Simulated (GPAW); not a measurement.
Wanted: an ASE script for a GPAW 26.7.0 run.

- Task: single point
- Functional: LDA
- Potentials or basis: the program's PAW data sets (release 1.2.1) made for this functional
- Cutoff: 800 eV
- Basis: pw
- k mesh: 7 × 7 × 4
- Occupations: gaussian, width 0.05 eV
- Spin: collinear spin, zero start
- Starting moments: [0.0, 0.0, 0.0, 0.0] μB
- Hubbard terms: Ta d U = 6 eV
- Maxiter: 150

The structure of TaN lies in POSCAR:

```
TaN
1.0
    3.0480018425      0.0000000000      0.0000000000
   -1.5240009213      2.6396470264      0.0000000000
    0.0000000000      0.0000000000      4.9179997800
Ta N
2 2
Direct
    0.0000000000      0.0000000000      0.0000000000
    0.0000000000      0.0000000000      0.5000000000
    0.3333333333      0.6666666667      0.2500000000
    0.6666666667      0.3333333333      0.7500000000
```

These files were run (other wordings do the same):

run.py

```python
from ase.dft.bandgap import bandgap
from ase.io import read, write
from ase.units import GPa
from gpaw import GPAW, PW

atoms = read('POSCAR')
atoms.set_initial_magnetic_moments([0.0, 0.0, 0.0, 0.0])

calc = GPAW(mode=PW(800),
            xc='LDA',
            kpts={'size': (7, 7, 4), 'gamma': True},
            occupations={'name': 'methfessel-paxton', 'order': 0, 'width': 0.05},
            setups={'Ta': ':d,6.0'},
            spinpol=True,
            nbands=34,
            convergence={'density': 1e-05, 'energy': 1e-05},
            maxiter=150,
            txt='gpaw.txt')
atoms.calc = calc
energy = atoms.get_potential_energy()
forces = atoms.get_forces()
stress = atoms.get_stress()
calc.write('gs.gpw')
write('result.traj', atoms)
print(f'Energy: {energy:.6f} eV')
print('Forces (eV/A):')
print(forces.round(4))
print('Stress (GPa):', (stress / GPa).round(3))
print('Moments:', calc.get_magnetic_moments().round(3))
print('Fermi level:', round(calc.get_fermi_level(), 4), 'eV')
print(f'Gap: {bandgap(calc)[0]:.4f} eV, direct: {bandgap(calc, direct=True)[0]:.4f} eV')
```

Potentials or basis: the program's PAW data sets (release 1.2.1) made for this functional, pw.

Command:

```sh
$ OMP_NUM_THREADS=1 python run.py
```

It gave:

```yaml
Pressure: 57.7 GPa
Band_gap_on_the_k_mesh: none (metal or under the smearing width)
Net_moment: 0.00 μB per cell
```

Caveat: a pressure of tens of GPa on the cell as given is suspect, and the run, the potentials or the cell itself is likely at fault.

Run time: 87 s on 1 thread of Arm Neoverse V2, on a shared host, peak memory 0.24 GiB.
